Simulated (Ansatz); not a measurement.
The system is MnO2.

```
Mn O
1.0
     2.90416    0.00000    0.00000
     0.00000    3.84481    0.00000
     0.00000    0.00000    6.16426
Mn O
2 4
Direct
  0.50000 0.50000 0.34330
  0.00000 0.00000 0.65670
  0.50000 0.00000 0.83757
  0.00000 0.50000 0.16243
  0.50000 0.00000 0.42180
  0.00000 0.50000 0.57820
```

Measurements of this composition are mostly on another form, of space group No. 136.

Base run:

```yaml
Program: Ansatz 0.2.0
Functional: PBEsol
Potentials_or_basis: Ansatz PAW
Cutoff: 420 eV
Density_cutoff: 1680 eV
k_mesh: 9 × 7 × 5
Occupations: fermi-dirac, width 0.05 eV
Spin: collinear spin, ferromagnetic start
Starting_moments: "[4.0, 4.0, 0.0, 0.0, 0.0, 0.0] μB"
```

Its results: band gap on the k mesh none (metal or under the smearing width); pressure -13.4 GPa; net moment 6.00 μB per cell; site moments Mn +2.41; O +0.12, -0.00 μB; largest force 1.179 eV/Å.

Question: After a change of settings the same cell gave: band gap on the k mesh none (metal or under the smearing width); pressure -19.4 GPa; net moment 6.00 μB per cell; site moments Mn +2.38; O +0.13, +0.01 μB; largest force 1.559 eV/Å. Which change was it?
A. functional from PBEsol to r2SCAN; cutoff from 420 eV to 500 eV; density cutoff from 1680 eV to 2000 eV
B. occupations from fermi-dirac, width 0.05 eV to gaussian, width 0.1 eV
C. functional from PBEsol to LDA

Answer: C.

LDA binds more tightly than PBEsol, so the same cell stands under less pressure.

Caveats: semilocal functionals often make such compounds metallic where correlation or magnetic order opens a gap, which also shifts bond lengths; only a ferromagnetic start was run, and an antiferromagnetic order may lie lower in energy; the PAW data sets come from PBE, with cores solved anew for the run's functional, which leaves a small shift of forces and pressure; forces of over 1 eV/Å show positions far from the minimum, so gaps and moduli don't describe the material at rest.

Not every run made on this cell is shown here.
